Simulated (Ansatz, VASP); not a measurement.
## Si in VASP and in Ansatz

INCAR

```
SYSTEM = Si
PREC = Accurate
ENCUT = 520
EDIFF = 1E-7
ISMEAR = -1
SIGMA = 0.1
LREAL = .False.
LASPH = .True.
NELM = 100
ALGO = Normal
ISIF = 2
LWAVE = .False.
LCHARG = .False.
GGA = CA
NBANDS = 11
```

Contents of KPOINTS:

```
Automatic mesh
0
Gamma
  16 16 8
  0 0 0
```

File POSCAR:

```
Si
1.0
    2.6491984427      0.0000000000      0.0000000000
   -1.3245992213      2.2942731510      0.0000000000
    0.0000000000      0.0000000000      4.5477630615
Si
2
Direct
    0.3333333333      0.6666666667      0.2500000000
    0.6666666667      0.3333333333      0.7500000000
```

Input for Ansatz:

```yaml
crystal:
  lattice:
    - [2.64919844266, 0.0, 0.0]
    - [-1.32459922133, 2.29427315101, 0.0]
    - [0.0, 0.0, 4.54776306152]
  atoms:
    - { symbol: Si, position: [0.333333333333, 0.666666666667, 0.25] }
    - { symbol: Si, position: [0.666666666667, 0.333333333333, 0.75] }
kpoints:
  mp_grid: { grid: [16, 16, 8] }
scf:
  occupations: { method: fermi_dirac, width: 0.1 }
hamiltonian:
  xc: lda
  pseudopotentials: { kind: all_electron, lapw: { basis_error: 0.001 } }
output:
  forces: true
  stress: true
  eigenvalues: true
  eigenstates:
    nscf_kmesh: { grid: [24, 24, 16] }
    de_dk: true
    e_range: [-14, 14]
  optics:
    e_range: [0, 25]
    de: 0.2
    sigma: 0.2
    bands: { spectra_wanted_up_to: 25 }
    nscf_kmesh: { grid: [24, 24, 16] }
    drude_damping: 0.2
checkpoint:
  write: ck
  write_wavefunctions: false
```

This isn't the form of Si at room conditions, which is diamond.

Alike in both runs: task single point; functional LDA; k mesh 16 × 16 × 8; occupations fermi-dirac, width 0.1 eV; no spin polarisation.

```csv
,VASP,Ansatz
version,VASP 6.6.1,Ansatz 0.2.0
potentials or method,"VASP PAW LDA potentials, release 64 (Si)","all-electron LAPW, scalar-relativistic"
plane-wave cutoff (eV),520,see its input
```

|  | VASP | Ansatz | Ansatz less VASP |
| --- | --- | --- | --- |
| pressure (GPa) | 0.1 | 0.1 | -0.03 |

Ansatz ran all-electron here, so the differences hold the error of VASP's frozen core and of both bases. Ansatz warned: «optics_on_partly_filled_bands».
